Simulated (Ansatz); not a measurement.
**Ca under strains and displacements**

These are results of DFT PBE, scalar-relativistic, plane waves, PAW in Ansatz, not measurements.

Plane waves to 420 eV, a k mesh through Γ of 12×12×4 on the computed 4-atom cell and Gaussian smearing (0.10 eV); no spin polarisation.

Reference cell:

```
Ca
1.0
     3.95755    0.00000    0.00000
    -1.97878    3.42734    0.00000
     0.00000    0.00000   12.86942
Ca
4
Direct
  0.00000 0.00000 0.00000
  0.33333 0.66667 0.25000
  0.00000 0.00000 0.50000
  0.66667 0.33333 0.75000
```

Each variant moves atoms of this cell by the vectors given, if any (Å), and then applies a symmetric strain (tensor components, Cartesian axes). The reference cell isn't relaxed at this level. Energies are per atom at zero smearing, counted from the lowest variant. Pressure is positive in compression.

1. no strain; moves: Ca2 (-0.036, -0.025, -0.079)
2. no strain; moves: Ca4 (0.167, -0.267, 0.203)
3. strain (xx yy zz yz xz xy, %) -3.38 -3.38 -4.88 0.00 0.00 0.00
4. strain (xx yy zz yz xz xy, %) -0.89 -0.89 2.11 0.00 0.00 0.00
5. strain (xx yy zz yz xz xy, %) -3.44 -3.44 -1.94 0.00 0.00 0.00; moves: Ca1 (0.000, 0.000, 0.141); Ca3 (0.000, 0.000, -0.141)
6. strain (xx yy zz yz xz xy, %) 0.64 0.64 -8.36 0.00 0.00 0.00

Order the variants by energy, lowest first.

1 (0.0 meV/atom), 4 (0.4 meV/atom), 2 (12.1 meV/atom), 5 (14.4 meV/atom), 3 (16.3 meV/atom), 6 (27.9 meV/atom). Neighbours within 1 meV/atom are level.

Order them by pressure, highest first.

3 (1.75 GPa), 5 (1.18 GPa), 6 (0.92 GPa), 2 (-0.43 GPa), 1 (-0.51 GPa), 4 (-0.58 GPa).

This form isn't the element's structure at ambient conditions.